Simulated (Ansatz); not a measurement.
HfO2 under pressure: fit and missing row

HfO2, P4_2/mnm, a = 4.880 Å, c = 3.238 Å. This isn't the usual stable structure of the compound. Ansatz: PBE, PAW, 420 eV, Γ-centred 6×6×8 mesh on 6 atoms, Gaussian smearing 0.02 eV; no spin polarisation. Cell and atoms are relaxed at each pressure, and no other structure is tried, so the rows at high pressure may lie past a change of phase.

```tsv
V (Å³/atom)	P (GPa)
9.943	90.00
10.843	50.00
11.644	25.00
12.196	12.02
12.615	3.99
?	1.00
12.853	0.01
12.917	-1.01
```

Question: Take V0 = 12.853 Å³/atom, count pressures from its P0 = 0.01 GPa, fit the third-order Birch–Murnaghan form to the other rows, and predict the missing volume.

Answer: With the Eulerian strain f = ½[(V0/V)^(2/3) − 1] and y = (P − P0)/[3f(1 + 2f)^(5/2)], the form is the line y = B0 + 1.5 B0 (B0′ − 4) f. Rows (f, y): 0.09333, 209.5; 0.06002, 209.1; 0.03404, 207.6; 0.01780, 206.1; 0.00627, 205.1; -0.00165, 207.8. Means f = 0.03497, y = 207.53; Σ(Δf)² = 0.006494, ΣΔfΔy = 0.2386; the slope is their ratio. y = 206.2 + 36.75 f GPa, so B0 = 206.2 GPa and B0′ = 4 + 2 × (36.75)/(3 × 206.2) = 4.12. P = 1.00 GPa is met at f = 0.00159 (y = 206.26), so V = V0 (1 + 2f)^(−3/2) = 12.792 Å³/atom. The run gave 12.791 Å³/atom, so the fit is 0.001 Å³/atom too high, within the rms miss on the fitted rows (0.002 Å³/atom).

Spin–orbit coupling is left out, which can shift energies with elements as heavy as these.